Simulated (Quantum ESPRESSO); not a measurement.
# GaSb (F-43m) in Quantum ESPRESSO: settings compared, part 2 of 2

Quantum ESPRESSO 7.5. The steps go on from the part before.

### 3 Single point, PBE+D3(BJ), 26.91 Å³/atom

Input file pw.in:

```
&CONTROL
  calculation = 'scf'
  prefix = 'pwscf'
  outdir = './tmp'
  pseudo_dir = './pseudo'
  tprnfor = .true.
  tstress = .true.
  disk_io = 'nowf'
/
&SYSTEM
  ibrav = 0
  nat = 2
  ntyp = 2
  ecutwfc = 80
  nbnd = 21
  occupations = 'smearing'
  smearing = 'fd'
  degauss = 0.00367493
  vdw_corr = 'grimme-d3'
  dftd3_version = 4
/
&ELECTRONS
  conv_thr = 4d-10
  electron_maxstep = 120
  mixing_beta = 0.5
/
ATOMIC_SPECIES
Sb   121.7600 Sb.upf
Ga    69.7230 Ga.upf
CELL_PARAMETERS angstrom
   0.0000000000    2.9965539066    2.9965539066
   2.9965539066    0.0000000000    2.9965539066
   2.9965539066    2.9965539066    0.0000000000
ATOMIC_POSITIONS crystal
Sb     0.7500000000    0.7500000000    0.7500000000
Ga     0.0000000000    0.0000000000    0.0000000000
K_POINTS automatic
8 8 8 0 0 0
```

Potentials or basis: PseudoDojo 0.4.1 SR PBE standard.

Command:

```sh
$ OMP_NUM_THREADS=1 pw.x -in pw.in > pw.out
```

pw.out:

```text
This program is part of the open-source Quantum ESPRESSO suite
     for quantum simulation of materials; please cite
[... 9 lines left out ...]
     --------------------
     sticks:   dense  smooth     PW     G-vecs:    dense   smooth      PW
     Sum        1417    1417    421                35053    35053    5577

     Using Slab Decomposition

     bravais-lattice index     =            0
     lattice parameter (alat)  =       8.0082  a.u.
     unit-cell volume          =     363.1557 (a.u.)^3
     number of atoms/cell      =            2
     number of atomic types    =            2
     number of electrons       =        28.00
     number of Kohn-Sham states=           21
     kinetic-energy cutoff     =      80.0000  Ry
     charge density cutoff     =     320.0000  Ry
     scf convergence threshold =      4.0E-10
     mixing beta               =       0.5000
     number of iterations used =            8  plain     mixing
     Exchange-correlation= PBE
[... 344 lines left out ...]
    -5.9106  -5.8968  -0.0013   2.1799   5.9377   6.0649  11.1333  11.3581
    16.4453  16.5175  19.5725  19.8664  20.6548

          k =-0.7071 0.3536 0.0000 (  4388 PWs)   bands (ev):

   -19.7450 -19.7430 -19.7381 -19.7228 -19.7196  -6.0080  -5.9345  -5.9295
    -5.9057  -5.8998   0.0268   2.2617   5.5594   5.7886  13.1171  13.5550
    13.7860  13.9726  19.6049  19.8384  20.6511

     the Fermi energy is     9.4457 ev

!    total energy              =    -334.92085746 Ry
     estimated scf accuracy    <          2.4E-10 Ry
     smearing contrib. (-TS)   =      -0.00000387 Ry
     internal energy E=F+TS    =    -334.92085359 Ry

     The total energy is F=E-TS. E is the sum of the following terms:
     one-electron contribution =    -158.99246932 Ry
     hartree contribution      =      98.66852287 Ry
     xc contribution           =     -87.42761027 Ry
     ewald contribution        =    -187.11951316 Ry
     DFT-D3 Dispersion         =      -0.04978371 Ry

     convergence has been achieved in   8 iterations

     Forces acting on atoms (cartesian axes, Ry/au):

     atom    1 type  1   force =     0.00000000   -0.00000000   -0.00000000
     atom    2 type  2   force =    -0.00000000    0.00000000    0.00000000

     Total force =     0.000000     Total SCF correction =     0.000000

     Computing stress (Cartesian axis) and pressure

          total   stress  (Ry/bohr**3)                   (kbar)     P=       41.87
   0.00028462   0.00000000  -0.00000000           41.87        0.00       -0.00
   0.00000000   0.00028462  -0.00000000            0.00       41.87       -0.00
  -0.00000000  -0.00000000   0.00028462           -0.00       -0.00       41.87

=------------------------------------------------------------------------------=
   JOB DONE.
=------------------------------------------------------------------------------=
```

It took 32 s on 1 thread of Arm Neoverse V2, shared host; peak memory 0.11 GiB.

What came out:

```
Free energy            : -4556.8304 eV
Pressure               : 4.2 GPa
Band gap on the k mesh : 0.49 eV, direct
```

Caveat: spin-orbit coupling is left out, which moves the levels of the heavy elements.

### 4 Single point, PBE+D3(BJ), 27.48 Å³/atom

pw.in: that of step 3 with these lines changed.

```diff
@@ -30,5 +30,5 @@
 CELL_PARAMETERS angstrom
-   0.0000000000    2.9965539066    2.9965539066
-   2.9965539066    0.0000000000    2.9965539066
-   2.9965539066    2.9965539066    0.0000000000
+   0.0000000000    3.0176570942    3.0176570942
+   3.0176570942    0.0000000000    3.0176570942
+   3.0176570942    3.0176570942    0.0000000000
 ATOMIC_POSITIONS crystal
```

Command:

```sh
$ OMP_NUM_THREADS=1 pw.x -in pw.in > pw.out
```

Wall time 32 s (1 thread of Arm Neoverse V2, shared host); peak memory 0.11 GiB.

It converged, with:

```
Free energy            : -4556.8558 eV
Pressure               : 2.8 GPa
Band gap on the k mesh : 0.34 eV, direct
```

Caveat: spin-orbit coupling is left out, which moves the levels of the heavy elements.

### 5 Single point, PBE+D3(BJ), 28.05 Å³/atom

pw.in: that of step 4 with these lines changed.

```diff
@@ -30,5 +30,5 @@
 CELL_PARAMETERS angstrom
-   0.0000000000    3.0176570942    3.0176570942
-   3.0176570942    0.0000000000    3.0176570942
-   3.0176570942    3.0176570942    0.0000000000
+   0.0000000000    3.0384691801    3.0384691801
+   3.0384691801    0.0000000000    3.0384691801
+   3.0384691801    3.0384691801    0.0000000000
 ATOMIC_POSITIONS crystal
```

Command:

```sh
$ OMP_NUM_THREADS=1 pw.x -in pw.in > pw.out
```

Run time: 33 s. Hardware: 1 thread of Arm Neoverse V2, shared host; peak memory 0.11 GiB.

The run converged. Its results:

* Free energy: -4556.8717 eV
* Pressure: 1.5 GPa
* Band gap on the k mesh: 0.18 eV, direct

Caveat: spin-orbit coupling is left out, which moves the levels of the heavy elements.

### 6 Single point, PBE+D3(BJ), 28.62 Å³/atom

pw.in: that of step 5 with these lines changed.

```diff
@@ -30,5 +30,5 @@
 CELL_PARAMETERS angstrom
-   0.0000000000    3.0384691801    3.0384691801
-   3.0384691801    0.0000000000    3.0384691801
-   3.0384691801    3.0384691801    0.0000000000
+   0.0000000000    3.0590000000    3.0590000000
+   3.0590000000    0.0000000000    3.0590000000
+   3.0590000000    3.0590000000    0.0000000000
 ATOMIC_POSITIONS crystal
```

Potentials or basis: PseudoDojo 0.4.1 SR PBE standard.

Command:

```sh
$ OMP_NUM_THREADS=1 pw.x -in pw.in > pw.out
```

Run time: 33 s. Hardware: 1 thread of Arm Neoverse V2, shared host; peak memory 0.11 GiB.

It converged, with:

```
Free energy            : -4556.8792 eV
Pressure               : 0.4 GPa
Band gap on the k mesh : none (metal or under the smearing width)
```

Caveat: pairwise dispersion overbinds metals, which lowers pressure and volume.

### 7 Single point, PBE+D3(BJ), 29.20 Å³/atom

pw.in: that of step 6 with these lines changed.

```diff
@@ -30,5 +30,5 @@
 CELL_PARAMETERS angstrom
-   0.0000000000    3.0590000000    3.0590000000
-   3.0590000000    0.0000000000    3.0590000000
-   3.0590000000    3.0590000000    0.0000000000
+   0.0000000000    3.0792588685    3.0792588685
+   3.0792588685    0.0000000000    3.0792588685
+   3.0792588685    3.0792588685    0.0000000000
 ATOMIC_POSITIONS crystal
```

Command:

```sh
$ OMP_NUM_THREADS=1 pw.x -in pw.in > pw.out
```

Wall time 33 s (1 thread of Arm Neoverse V2, shared host); peak memory 0.11 GiB.

Results (log left out):

* Free energy: -4556.8793 eV
* Pressure: -0.5 GPa
* Band gap on the k mesh: none (metal or under the smearing width)

Caveat: pairwise dispersion overbinds metals, which lowers pressure and volume.

### 8 Single point, PBE+D3(BJ), 29.77 Å³/atom

pw.in: that of step 7 with these lines changed.

```diff
@@ -30,5 +30,5 @@
 CELL_PARAMETERS angstrom
-   0.0000000000    3.0792588685    3.0792588685
-   3.0792588685    0.0000000000    3.0792588685
-   3.0792588685    3.0792588685    0.0000000000
+   0.0000000000    3.0992546163    3.0992546163
+   3.0992546163    0.0000000000    3.0992546163
+   3.0992546163    3.0992546163    0.0000000000
 ATOMIC_POSITIONS crystal
```

Command:

```sh
$ OMP_NUM_THREADS=1 pw.x -in pw.in > pw.out
```

Wall time 33 s (1 thread of Arm Neoverse V2, shared host); peak memory 0.12 GiB.

Results (log left out):

| Item | Value |
| --- | --- |
| Free energy | -4556.8728 eV |
| Pressure | -1.4 GPa |
| Band gap on the k mesh | none (metal or under the smearing width) |

Caveat: pairwise dispersion overbinds metals, which lowers pressure and volume.

### 9 Single point, PBE+D3(BJ), 30.34 Å³/atom

pw.in: that of step 8 with these lines changed.

```diff
@@ -30,5 +30,5 @@
 CELL_PARAMETERS angstrom
-   0.0000000000    3.0992546163    3.0992546163
-   3.0992546163    0.0000000000    3.0992546163
-   3.0992546163    3.0992546163    0.0000000000
+   0.0000000000    3.1189956238    3.1189956238
+   3.1189956238    0.0000000000    3.1189956238
+   3.1189956238    3.1189956238    0.0000000000
 ATOMIC_POSITIONS crystal
```

Potentials or basis: PseudoDojo 0.4.1 SR PBE standard.

Command:

```sh
$ OMP_NUM_THREADS=1 pw.x -in pw.in > pw.out
```

It took 34 s on 1 thread of Arm Neoverse V2, shared host; peak memory 0.12 GiB.

Results (log left out):

```
Free energy            : -4556.8602 eV
Pressure               : -2.2 GPa
Band gap on the k mesh : none (metal or under the smearing width)
```

Caveat: pairwise dispersion overbinds metals, which lowers pressure and volume.

### 10 Equation of state, PBE+D3(BJ)

Potentials or basis: PseudoDojo 0.4.1 SR PBE standard.

This step only gathers the single runs of the series.

Results:

```yaml
Equilibrium_volume: 28.92 Å³/atom
Bulk_modulus: 50 GPa
Pressure_derivative_of_the_bulk_modulus: "4.7 (rough: it moves with the points fitted)"
```

Energy against volume, from the lowest point:
| volume (Å³/atom) | energy (meV/atom) |
| --- | --- |
| 26.907 | 24.47 |
| 27.480 | 11.78 |
| 28.052 | 3.84 |
| 28.625 | 0.08 |
| 29.197 | 0.00 |
| 29.770 | 3.27 |
| 30.342 | 9.55 |

### 11 Comparison with measurements

Step 2. Against the measured gap of GaSb, 0.811 eV (direct; 4.2 K; a printed reference work, data compilation), the calculated 0.00 eV is off by -0.81 eV. Spin-orbit coupling on Ga, Sb is left out. The value is that of PBE on a finite k mesh, which can miss the band edges, without temperature or zero-point motion. Semilocal functionals fall short of measured gaps as a rule.
